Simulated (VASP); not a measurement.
Set up this calculation in VASP 6.6.1, as the native input.

| Quantity | Value |
| --- | --- |
| Task | relaxation of the atoms |
| Functional | PBE |
| Dispersion | D3(BJ) |
| Potentials or basis | VASP PAW PBE potentials, release 64 (Li_sv, F) |
| Cutoff | 600 eV |
| k mesh | 12 × 12 × 12 |
| Occupations | gaussian, width 0.03 eV |
| Spin | no spin polarisation |
| Further INCAR settings | ALGO = Fast; EDIFF = 1e-07; IBRION = 2; EDIFFG = -0.01; NSW = 40 |

The structure of LiF (Griceite) lies in POSCAR:

```
LiF                                     
1.0
    0.0000000000      1.9657575316      1.9657575316
    1.9657575316      0.0000000000      1.9657575316
    1.9657575316      1.9657575316      0.0000000000
  Li              F             
     1     1
Direct
     0.0000000000000000    0.0000000000000000    0.0000000000000000
     0.5000000000000000    0.5000000000000000    0.5000000000000000
```

The cell isn't the ideal one: a relaxed cell with its volume scaled by 0.96.

One way to write it, as run:

INCAR

```
SYSTEM = LiF
  PREC = Accurate
  ENCUT = 600
  EDIFF = 1E-7
  ISMEAR = 0
  SIGMA = 0.03
  LREAL = .FALSE.
  LASPH = .TRUE.
  NELM = 80
  ALGO = Fast
  ISIF = 2
  LWAVE = .FALSE.
  LCHARG = .FALSE.
  GGA = PE
  IVDW = 12
  IBRION = 2
  NSW = 40
  EDIFFG = -0.01
```

KPOINTS

```
Automatic mesh
0
G
  12 12 12
  0 0 0
```

Potentials or basis: VASP PAW PBE potentials, release 64 (Li_sv, F).

Command:

```bash
$ cat potpaw_PBE.64/Li_sv/POTCAR potpaw_PBE.64/F/POTCAR > POTCAR
$ mpirun -np 1 vasp_std > vasp.out
```

Results of the run:

```json
{
  "Pressure after relaxing": "3.5 GPa",
  "Band gap on the k mesh": "9.77 eV, direct",
  "Dispersion energy per atom": "-0.192 eV"
}
```

Caveat: the cutoff is under 1.25 times the usual one of these potentials, so pressure, stress and relaxed cells hold a basis-set (Pulay) error; the relaxation stopped at its first step, so nothing moved.

Wall time 16 s on 1 thread of AMD EPYC 9R14 (Zen 4), on a shared host, peak memory 0.12 GiB.
